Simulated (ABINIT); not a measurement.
# Si (Fd-3m) in ABINIT: notebook

One crystal, Si, is run at these levels: PBE, BLYP+D3, HCTH407; tasks: band structure, equation of state.

Everything below comes from runs of ABINIT 10.8.3 (patched build). Logs are shortened: lines on timing, memory, paths and dates and some standing lists are left out, and cuts for length are marked. The log counts tension as positive stress, the text compression.

**1. Starting point**

The structure is cubic, space group Fd-3m (No. 227). Conventional cell: a = 5.444 Å, b = 5.444 Å, c = 5.444 Å, α = 90.00°, β = 90.00°, γ = 90.00°. Si (site symmetry -43m) has 4 Si at 2.36 Å as nearest neighbours.

**2. Band structure, PBE**

Contents of run.abi:

```
# Datasets: ground state, then fixed potential
ndtset 2

# Pseudopotentials
pp_dirpath "./"
pseudos "Si.upf"

# Structure
acell 3.8492788627 3.8492788627 3.8492788627 Angstrom
rprim
     0.0000000000     0.7071067812     0.7071067812
     0.7071067812     0.0000000000     0.7071067812
     0.7071067812     0.7071067812     0.0000000000
ntypat 1
znucl 14
natom 2
typat 1 1
xred
     0.5000000000     0.5000000000     0.5000000000
     0.7500000000     0.7500000000     0.7500000000

# Plane-wave basis
ecut 18.0

# Exchange and correlation
ixc 11

# Bands and occupations
occopt 3
tsmear 0.05 eV

# SCF cycle
nstep 100

# Output
iomode 3
prtwf 0
prteig 0
prtebands 0
prtden1 1

# Dataset 1
kptopt1 1
ngkpt1 8 8 8
nshiftk1 1
shiftk1 0.0 0.0 0.0
nband1 8
tolvrs1 1.0e-10

# Dataset 2: bands along G-X-W-K-G-L-U-W-L-K
iscf2 -2
getden2 1
nband2 12
nbdbuf2 2
tolwfr2 1.0e-12
kptopt2 -9
ndivsm2 6
prteig2 1
prtvol2 -3
kptbounds2
     0.0000000000     0.0000000000     0.0000000000
     0.5000000000     0.0000000000     0.5000000000
     0.5000000000     0.2500000000     0.7500000000
     0.3750000000     0.3750000000     0.7500000000
     0.0000000000     0.0000000000     0.0000000000
     0.5000000000     0.5000000000     0.5000000000
     0.6250000000     0.2500000000     0.6250000000
     0.5000000000     0.2500000000     0.7500000000
     0.5000000000     0.5000000000     0.5000000000
     0.3750000000     0.3750000000     0.7500000000
```

Potentials or basis: Ansatz NC PBE.

On the command line:

```
abinit run.abi > log 2>&1
```

run.abo:

```text
[... set-up lines left out ...]
 ETOT  1  -8.4551849589359    -8.455E+00 1.738E-02 6.339E+00
 ETOT  2  -8.4609995117065    -5.815E-03 2.166E-03 1.855E-01
 ETOT  3  -8.4610449988040    -4.549E-05 5.635E-04 2.513E-03
 ETOT  4  -8.4610452903268    -2.915E-07 5.485E-04 1.567E-04
 ETOT  5  -8.4610453079133    -1.759E-08 2.397E-04 1.341E-06
 ETOT  6  -8.4610453079849    -7.163E-11 4.629E-04 9.461E-09
 ETOT  7  -8.4610453079856    -7.656E-13 8.808E-05 8.842E-11

 At SCF step    7       vres2   =  8.84E-11 < tolvrs=  1.00E-10 =>converged.

 Cartesian components of stress tensor (hartree/bohr^3)
  sigma(1 1)= -4.35005461E-05  sigma(3 2)=  0.00000000E+00
  sigma(2 2)= -4.35005461E-05  sigma(3 1)=  0.00000000E+00
  sigma(3 3)= -4.35005461E-05  sigma(2 1)=  0.00000000E+00

--- !ResultsGS
iteration_state: {dtset: 1, }
comment   : Summary of ground state results
lattice_vectors:
- [  0.0000000,   5.1435533,   5.1435533, ]
- [  5.1435533,   0.0000000,   5.1435533, ]
- [  5.1435533,   5.1435533,   0.0000000, ]
lattice_lengths: [   7.27408,    7.27408,    7.27408, ]
lattice_angles: [ 60.000,  60.000,  60.000, ] # degrees, (23, 13, 12)
lattice_volume:   2.7215714E+02
convergence: {deltae: -7.656E-13, res2:  8.842E-11, residm:  8.808E-05, diffor: null, }
etotal    :  -8.46104531E+00
entropy   :   0.00000000E+00
fermie    :   2.16236463E-01
cartesian_stress_tensor: # hartree/bohr^3
- [ -4.35005461E-05,   0.00000000E+00,   0.00000000E+00, ]
- [  0.00000000E+00,  -4.35005461E-05,   0.00000000E+00, ]
- [  0.00000000E+00,   0.00000000E+00,  -4.35005461E-05, ]
pressure_GPa:   1.2798E+00
xred      :
- [  5.0000E-01,   5.0000E-01,   5.0000E-01, Si]
- [  7.5000E-01,   7.5000E-01,   7.5000E-01, Si]
cartesian_forces: # hartree/bohr
- [  2.04491813E-30,  -4.08983626E-31,  -1.22695088E-30, ]
- [ -2.04491813E-30,   4.08983626E-31,   1.22695088E-30, ]
force_length_stats: {min:   2.41957976E-30, max:   2.41957976E-30, mean:   2.41957976E-30, }
...

 Integrated electronic density in atomic spheres:
 ------------------------------------------------
 Atom  Sphere_radius  Integrated_density
    1        2.00000          1.79230764
    2        2.00000          1.76007730
================================================================================

 ----iterations are completed or convergence reached----

 Mean square residual over all n,k,spin=   11.333E-07; max=  88.083E-06
 reduced coordinates (array xred) for    2 atoms
       0.500000000000      0.500000000000      0.500000000000
       0.750000000000      0.750000000000      0.750000000000
 rms dE/dt=  1.6475E-29; max dE/dt=  3.3658E-29; dE/dt below (all hartree)
    1       0.000000000000     -0.000000000000     -0.000000000000
    2       0.000000000000      0.000000000000      0.000000000000

 cartesian coordinates (angstrom) at end:
    1      2.72185118654499     2.72185118654499     2.72185118654499
    2      4.08277677981749     4.08277677981749     4.08277677981749

 cartesian forces (hartree/bohr) at end:
    1      0.00000000000000    -0.00000000000000    -0.00000000000000
    2     -0.00000000000000     0.00000000000000     0.00000000000000
 frms,max,avg= 1.3969450E-30 2.0449181E-30   0.000E+00  0.000E+00  0.000E+00 h/b

 cartesian forces (eV/Angstrom) at end:
    1      0.00000000000000    -0.00000000000000    -0.00000000000000
    2     -0.00000000000000     0.00000000000000     0.00000000000000
 frms,max,avg= 7.1833802E-29 1.0515392E-28   0.000E+00  0.000E+00  0.000E+00 e/A
 length scales=  7.274082832749  7.274082832749  7.274082832749 bohr
              =  3.849278862700  3.849278862700  3.849278862700 angstroms
 Fermi (or HOMO) energy (hartree) =   0.21624   Average Vxc (hartree)=  -0.34040
 Eigenvalues (hartree) for nkpt=  29  k points:
 kpt#   1, nband=  8, wtk=  0.00195, kpt=  0.0000  0.0000  0.0000 (reduced coord)
  -0.23248    0.20553    0.20553    0.20553    0.29930    0.29930    0.29930    0.32542
      occupation numbers for kpt#   1
   2.00000    1.99411    1.99411    1.99411    0.00000    0.00000    0.00000    0.00000
 prteigrs : prtvol=0 or 1, do not print more k-points.

--- !EnergyTerms
iteration_state     : {dtset: 1, }
[... 48 lines left out ...]

 getcut: wavevector=  0.0000  0.0000  0.0000  ngfft=  30  30  30
         ecut(hartree)=     18.000   => boxcut(ratio)=   2.16184
--------------------------------------------------------------------------------

================================================================================
 Non-SCF case, kpt    1 (  0.00000  0.00000  0.00000), residuals and eigenvalues=
  5.82E-13  5.79E-13  6.53E-13  6.82E-13  6.59E-13  4.46E-13  7.92E-13  3.71E-13
  3.95E-13  2.43E-13  6.85E-13  5.47E-13
 -2.3248E-01  2.0553E-01  2.0553E-01  2.0553E-01  2.9930E-01  2.9930E-01
  2.9930E-01  3.2542E-01  4.8932E-01  4.8932E-01  4.9687E-01  6.1786E-01
 Non-SCF case, kpt    2 (  0.02941  0.00000  0.02941), residuals and eigenvalues=
  1.21E-13  3.11E-13  3.22E-13  5.17E-13  2.91E-13  3.62E-13  9.43E-13  3.89E-13
  6.01E-13  4.72E-13  7.04E-13  6.01E-06
 -2.3193E-01  2.0171E-01  2.0318E-01  2.0318E-01  2.9794E-01  3.0233E-01
  3.0233E-01  3.2915E-01  4.8486E-01  4.8993E-01  4.9933E-01  6.1923E-01
 Non-SCF case, kpt    3 (  0.05882  0.00000  0.05882), residuals and eigenvalues=
  4.73E-13  1.49E-13  6.33E-13  3.71E-13  2.84E-13  8.83E-13  3.71E-13  1.10E-13
  4.67E-13  1.19E-13  6.96E-13  3.41E-06
 -2.3027E-01  1.9148E-01  1.9691E-01  1.9691E-01  2.9407E-01  3.1064E-01
  3.1064E-01  3.3888E-01  4.7336E-01  4.9177E-01  5.0648E-01  6.2174E-01
[... 486 lines left out ...]
  8.64E-13  9.78E-13  8.81E-13  5.63E-13  5.14E-13  3.80E-13  5.08E-13  2.17E-13
  8.30E-13  3.67E-13  8.94E-06  3.42E-04
 -1.1094E-01 -4.7669E-02  5.0765E-02  1.2463E-01  2.5944E-01  3.9578E-01
  4.4041E-01  4.4707E-01  5.1713E-01  5.1827E-01  7.0816E-01  7.3695E-01
 Non-SCF case, kpt  102 (  0.38750  0.38750  0.72500), residuals and eigenvalues=
  2.13E-13  3.61E-13  4.23E-13  1.38E-13  2.88E-13  6.43E-13  3.90E-13  3.06E-13
  5.24E-13  5.40E-13  1.21E-05  7.25E-05
 -1.0276E-01 -5.3574E-02  4.7335E-02  1.2032E-01  2.5414E-01  3.7600E-01
  4.6192E-01  4.7378E-01  5.1008E-01  5.1459E-01  7.3932E-01  7.4672E-01
 Non-SCF case, kpt  103 (  0.37500  0.37500  0.75000), residuals and eigenvalues=
  1.57E-13  3.61E-13  2.29E-13  2.89E-13  7.68E-13  3.72E-13  1.38E-13  6.67E-13
  6.93E-13  5.38E-13  5.44E-05  2.13E-04
 -9.6384E-02 -5.9561E-02  4.8544E-02  1.1685E-01  2.5003E-01  3.5698E-01
  4.7846E-01  4.9874E-01  5.0562E-01  5.1812E-01  7.4391E-01  7.5136E-01

--- !ResultsGS
iteration_state: {dtset: 2, }
comment   : Summary of ground state results
lattice_vectors:
- [  0.0000000,   5.1435533,   5.1435533, ]
- [  5.1435533,   0.0000000,   5.1435533, ]
- [  5.1435533,   5.1435533,   0.0000000, ]
lattice_lengths: [   7.27408,    7.27408,    7.27408, ]
lattice_angles: [ 60.000,  60.000,  60.000, ] # degrees, (23, 13, 12)
lattice_volume:   2.7215714E+02
convergence: {deltae:  0.000E+00, res2:  0.000E+00, residm:  9.976E-13, diffor:  0.000E+00, }
etotal    :  -8.46104531E+00
entropy   :   0.00000000E+00
fermie    :   2.16236463E-01
cartesian_stress_tensor: null
pressure_GPa: null
xred      :
- [  5.0000E-01,   5.0000E-01,   5.0000E-01, Si]
- [  7.5000E-01,   7.5000E-01,   7.5000E-01, Si]
cartesian_forces: null
force_length_stats: {min: null, max: null, mean: null, }
...

 Integrated electronic density in atomic spheres:
 ------------------------------------------------
 Atom  Sphere_radius  Integrated_density
    1        2.00000          1.79230764
    2        2.00000          1.76007730
================================================================================

 ----iterations are completed or convergence reached----

 Mean square residual over all n,k,spin=   47.592E-14; max=  99.763E-14
 reduced coordinates (array xred) for    2 atoms
       0.500000000000      0.500000000000      0.500000000000
       0.750000000000      0.750000000000      0.750000000000

 cartesian coordinates (angstrom) at end:
    1      2.72185118654499     2.72185118654499     2.72185118654499
    2      4.08277677981749     4.08277677981749     4.08277677981749
 length scales=  7.274082832749  7.274082832749  7.274082832749 bohr
              =  3.849278862700  3.849278862700  3.849278862700 angstroms
 Eigenvalues (hartree) for nkpt= 103  k points:
 kpt#   1, nband= 12, wtk=  1.00000, kpt=  0.0000  0.0000  0.0000 (reduced coord)
  -0.23248    0.20553    0.20553    0.20553    0.29930    0.29930    0.29930    0.32542
   0.48932    0.48932    0.49687    0.61786
 kpt#   2, nband= 12, wtk=  1.00000, kpt=  0.0294  0.0000  0.0294 (reduced coord)
  -0.23193    0.20171    0.20318    0.20318    0.29794    0.30233    0.30233    0.32915
   0.48486    0.48993    0.49933    0.61923
 kpt#   3, nband= 12, wtk=  1.00000, kpt=  0.0588  0.0000  0.0588 (reduced coord)
  -0.23027    0.19148    0.19691    0.19691    0.29407    0.31064    0.31064    0.33888
   0.47336    0.49177    0.50648    0.62174
 kpt#   4, nband= 12, wtk=  1.00000, kpt=  0.0882  0.0000  0.0882 (reduced coord)
  -0.22751    0.17715    0.18828    0.18828    0.28824    0.32266    0.32266    0.35139
   0.45891    0.49482    0.51775    0.62651
 kpt#   5, nband= 12, wtk=  1.00000, kpt=  0.1176  0.0000  0.1176 (reduced coord)
  -0.22365    0.16051    0.17855    0.17855    0.28112    0.33709    0.33709    0.36243
   0.44648    0.49910    0.53242    0.63318
 kpt#   6, nband= 12, wtk=  1.00000, kpt=  0.1471  0.0000  0.1471 (reduced coord)
  -0.21870    0.14259    0.16853    0.16853    0.27334    0.35311    0.35311    0.36595
[... 278 lines left out ...]
  -0.12632   -0.04324    0.07216    0.13525    0.27277    0.39054    0.39781    0.44359
   0.52910    0.53291    0.64836    0.70426
 kpt# 100, nband= 12, wtk=  1.00000, kpt=  0.4125  0.4125  0.6750 (reduced coord)
  -0.11900   -0.04420    0.05925    0.12966    0.26575    0.40953    0.41856    0.42806
   0.52377    0.52479    0.67625    0.71970
 kpt# 101, nband= 12, wtk=  1.00000, kpt=  0.4000  0.4000  0.7000 (reduced coord)
  -0.11094   -0.04767    0.05077    0.12463    0.25944    0.39578    0.44041    0.44707
   0.51713    0.51827    0.70816    0.73695
 kpt# 102, nband= 12, wtk=  1.00000, kpt=  0.3875  0.3875  0.7250 (reduced coord)
  -0.10276   -0.05357    0.04733    0.12032    0.25414    0.37600    0.46192    0.47378
   0.51008    0.51459    0.73932    0.74672
 kpt# 103, nband= 12, wtk=  1.00000, kpt=  0.3750  0.3750  0.7500 (reduced coord)
  -0.09638   -0.05956    0.04854    0.11685    0.25003    0.35698    0.47846    0.49874
   0.50562    0.51812    0.74391    0.75136

== END DATASET(S) ==============================================================
================================================================================

 -outvars: echo values of variables after computation  --------
            acell      7.2740828327E+00  7.2740828327E+00  7.2740828327E+00 Bohr
           etotal1    -8.4610453080E+00
            fcart1     2.0449181322E-30 -4.0898362643E-31 -1.2269508793E-30
                      -2.0449181322E-30  4.0898362643E-31  1.2269508793E-30
            rprim      0.0000000000E+00  7.0710678120E-01  7.0710678120E-01
                       7.0710678120E-01  0.0000000000E+00  7.0710678120E-01
                       7.0710678120E-01  7.0710678120E-01  0.0000000000E+00
           strten1    -4.3500546121E-05 -4.3500546121E-05 -4.3500546121E-05
                       0.0000000000E+00  0.0000000000E+00  0.0000000000E+00
           xangst      2.7218511865E+00  2.7218511865E+00  2.7218511865E+00
                       4.0827767798E+00  4.0827767798E+00  4.0827767798E+00
             xred      5.0000000000E-01  5.0000000000E-01  5.0000000000E-01
                       7.5000000000E-01  7.5000000000E-01  7.5000000000E-01
 Calculation completed.
```

It took 18 s on 1 thread of Intel Xeon 6975P-C (Granite Rapids), shared host; peak memory 0.1 GiB.

Results:

```
Free energy                                           : -230.2368 eV
Pressure                                              : 1.3 GPa
Band gap on the k mesh                                : 0.62 eV, indirect (least direct gap 2.55 eV)
Band gap along the path                               : 0.58 eV, indirect (least direct gap 2.55 eV)
Valence electrons inside the program's atomic spheres : Si 1.79, 1.76 (radii [1.0584] Å)
```

Levels at the corners of the path, in eV from the valence-band top:
```csv
point,band 1,band 2,band 3,band 4,band 5,band 6,band 7,band 8,band 9
Γ,-11.92,0.00,0.00,0.00,2.55,2.55,2.55,3.26,7.72
X,-7.80,-7.80,-2.84,-2.84,0.72,0.72,10.03,10.03,10.96
W,-7.64,-7.64,-3.83,-3.83,4.27,4.27,4.97,4.97,10.53
K,-8.22,-7.21,-4.27,-2.41,1.21,4.12,7.43,7.98,8.17
Γ,-11.92,0.00,0.00,0.00,2.55,2.55,2.55,3.26,7.72
L,-9.61,-6.94,-1.20,-1.20,1.50,3.34,3.34,7.71,10.53
U,-8.22,-7.21,-4.27,-2.41,1.21,4.12,7.43,7.98,8.17
W,-7.64,-7.64,-3.83,-3.83,4.27,4.27,4.97,4.97,10.53
L,-9.61,-6.94,-1.20,-1.20,1.50,3.34,3.34,7.71,10.53
K,-8.22,-7.21,-4.27,-2.41,1.21,4.12,7.43,7.98,8.17
```

A hybrid or GW would open this gap; PBE tends to underestimate it.

(Continued in part 2 of 2.)
